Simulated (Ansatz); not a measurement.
Take a crystal in which Sr has been replaced by Ba on all its sites, with the cell rescaled by a rough guess (in some cases also distorted within its space group) and nothing relaxed:

```xyz
1
Lattice="-2.5889 2.5889 2.5889 2.5889 -2.5889 2.5889 2.5889 2.5889 -2.5889" Properties=species:S:1:pos:R:3 pbc="T T T"
Ba    0.0000    0.0000    0.0000
```

The calculation used DFT PBE, scalar-relativistic, plane waves, PAW in Ansatz.

Plane waves to 420 eV, a k mesh through Γ of 12×12×12 on the computed 1-atom cell and Gaussian smearing (0.10 eV); no spin polarisation.

Q: What pressure does the cell carry?

A: The pressure is -0.7 GPa (positive in compression), so the cell would contract.

Q: Is it a metal on this mesh?

A: Yes, a band crosses the Fermi level.

Spin-orbit coupling is left out, which matters for the bands of heavy elements.